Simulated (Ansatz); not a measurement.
Al2Ru: a fit and a missing row

Al2Ru, I4/mmm, a = 3.122 Å, c = 8.445 Å. The structure is a Materials Project entry; whether it is the stable form wasn't checked. Ansatz: r2SCAN, PAW, 500 eV, Γ-centred 18×18×18 mesh on 3 atoms, Gaussian smearing 0.10 eV; no spin polarisation. Shape and atoms are relaxed at each volume; pressure is positive in compression.

| V (Å³/atom) | P (GPa) |
| --- | --- |
| 12.483 | 21.20 |
| 12.894 | 12.97 |
| 13.306 | 5.96 |
| 13.717 | 0.00 |
| 14.129 | -5.08 |
| 14.540 | -9.40 |
| 15.089 | ? |

Problem. Take V0 = 13.717 Å³/atom, fit the third-order Birch–Murnaghan form to the other rows, and predict the missing pressure.

Solution. With the Eulerian strain f = ½[(V0/V)^(2/3) − 1] and y = P/[3f(1 + 2f)^(5/2)], the form is the line y = B0 + 1.5 B0 (B0′ − 4) f. Rows (f, y): 0.03243, 186.2; 0.02106, 185.2; 0.01024, 184.4; -0.00977, 182.1; -0.01905, 181.3. Means f = 0.006982, y = 183.84; Σ(Δf)² = 0.001815, ΣΔfΔy = 0.1763; the slope is their ratio. y = 183.2 + 97.15 f GPa, so B0 = 183.2 GPa and B0′ = 4 + 2 × (97.15)/(3 × 183.2) = 4.35. At V = 15.089, f = -0.03079, y = 180.21 and P = -14.20 GPa. The run gave -14.14 GPa, so the fit is 0.06 GPa too low, a small miss on the scale of the series. The form still works here, 27 % of the fitted range beyond its end.